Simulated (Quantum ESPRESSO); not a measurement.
Se under changes of volume

One of the cells (27.261 Å³/atom); the others are scaled copies at fixed shape and fractional positions:

```
CELL_PARAMETERS angstrom
4.36620 0.00000 0.00000
-2.18310 3.78124 0.00000
0.00000 0.00000 4.95360
ATOMIC_POSITIONS crystal
Se 0.77460 0.77460 0.00000
Se 0.00000 0.22540 0.66667
Se 0.22540 0.00000 0.33333
```

```yaml
Program: Quantum ESPRESSO 7.5
Functional: r2SCAN
Potentials_or_basis: SG15 PBE 1.2
Cutoff: 952 eV
Density_cutoff: 3810 eV
k_mesh: 6 × 6 × 5
Occupations: fermi-dirac, width 0.05 eV
Spin: no spin polarisation
```

| volume (Å³/atom) | energy over the lowest point (meV/atom) | pressure (GPa) | gap on the mesh (eV) | largest force (eV/Å) |
| --- | --- | --- | --- | --- |
| 25.625 | ? | ? | ? | ? |
| 26.170 | 27.39 | 4.7 | 1.49 | 0.668 |
| 26.716 | 13.90 | 3.2 | 1.51 | 0.439 |
| 27.261 | 5.14 | 1.9 | 1.52 | 0.226 |
| 27.806 | 0.65 | 0.7 | 1.53 | 0.028 |
| 28.351 | 0.00 | -0.3 | 1.53 | 0.157 |
| 28.896 | 2.81 | -1.3 | 1.54 | 0.330 |

Problem. What does the run at 25.625 Å³/atom give?

Solution. Energy over the lowest point 46.13 meV/atom; pressure 6.3 GPa; gap on the mesh 1.48 eV; largest force 0.914 eV/Å.

Worked out: A Birch-Murnaghan fit of order 3 (a polynomial in V^(-2/3)) to the other rows has its minimum at 28.17 Å³/atom with B0 = V·E''(V) = 54 GPa and B' = 4.3 at fixed shape and positions, which overstates the stiffness. It gives 46.10 meV/atom at 25.625 Å³/atom, against the run's 46.13, and -dE/dV = 6.3 GPa, against 6.3. A straight line through the other rows of the gap, of slope 0.463 eV per unit of ln V, extrapolates to 1.49 eV, against the run's 1.48.

Energies are extrapolated to zero smearing.

Caveats: the potentials were made for another functional, which shifts forces and pressure; an odd mesh through Γ misses points on the zone boundary, where band edges often lie. Spin-orbit coupling on Se is left out.
